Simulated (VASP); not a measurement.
BaF$_{2}$ (fluorite): the bulk modulus from VASP (plane waves, PAW) at several levels of theory. Static lattice, third-order Birch-Murnaghan fit over five volumes. The measured value holds thermal and zero-point effects that the static calculation lacks.

```tsv
level	bulk modulus (GPa)	error against measurement
LDA	70.6	+23.8 %
PBE	53.2	-6.7 %
PBEsol	60.6	+6.3 %
SCAN	61.0	+7.1 %
r2SCAN	60.1	+5.5 %
r2SCAN+rVV10	62.8	+10.2 %
```

Measured: 57.0 GPa (as given by On the Morphology of Group II Metal Fluoride Nanocrystals at Finite Temperature and Partial Pressure of HF, PMC6154342).

The cell of the LDA run:

BaF$_{2}$ has the cubic space group Fm-3m (No. 225), the fluorite structure, Pearson symbol cF12. Cell: a = b = c = 6.0958 Å, α = β = γ = 90.00°. Ba on 4a is coordinated by 8 F at 2.640 Å (cubic). F on 8c has 4 Ba at 2.640 Å (tetrahedral). (Neighbours: up to the widest gap in distance over summed covalent radii, below 1.35, at either atom; cation-cation and far metal-metal contacts left out.)
(The calculation used a cell of 3 atoms; values per cell refer to that cell.)

Only levels that ran to the end are used. Left out are those held back, those with too coarse a band path, GW runs whose mesh misses a band edge, hybrids' fits of cells that aren't cubic and levels without matching references; a question may draw on a part of the rest.

The compound is BaF2 in the fluorite structure.
